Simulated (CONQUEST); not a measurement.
GaP under changes of volume

One of the cells (20.240 Å³/atom); the others are scaled copies at fixed shape and fractional positions:

```xyz
4
Lattice="3.8541 0.0000 0.0000 0.0000 3.8541 0.0000 0.0000 0.0000 5.4505" Properties=species:S:1:pos:R:3 pbc="T T T"
Ga    0.0000    0.0000    0.0000
Ga    1.9270    1.9270    2.7252
P     0.0000    1.9270    1.3626
P     1.9270    0.0000    4.0879
```

```yaml
Program: CONQUEST 1.3
Functional: PBE
Potentials_or_basis: PseudoDojo NC PBE, DZP, grid of 36 × 36 × 60 points
k_mesh: 7 × 7 × 5
Occupations: fermi-dirac, width 0.05 eV
Spin: no spin polarisation
```

```tsv
volume (Å³/atom)	energy over the lowest point (meV/atom)	pressure (GPa)	gap on the mesh (eV)
19.026	57.72	9.9	1.43
19.431	35.81	7.6	1.47
19.836	?	?	?
20.240	8.28	3.4	1.54
20.645	2.14	1.6	1.58
21.050	0.00	0.2	1.55
21.455	1.39	-1.3	1.39
```

Problem. What does the run at 19.836 Å³/atom give?

Solution. Energy over the lowest point 19.44 meV/atom; pressure 5.5 GPa; gap on the mesh 1.51 eV.

Worked out: A Birch-Murnaghan fit of order 3 (a polynomial in V^(-2/3)) to the other rows has its minimum at 21.08 Å³/atom with B0 = V·E''(V) = 76 GPa and B' = 4.8. It gives 19.45 meV/atom at 19.836 Å³/atom, against the run's 19.44, and -dE/dV = 5.4 GPa, against 5.5. The gap follows no smooth curve through the other rows.

Energies are extrapolated to zero smearing.

Caveats: an odd mesh through Γ misses points on the zone boundary, where band edges often lie; the basis of atomic orbitals isn't converged, which shifts pressures, moduli and gaps; the real-space grid breaks the cell's symmetry a little (some runs). Spin-orbit coupling on Ga is left out.
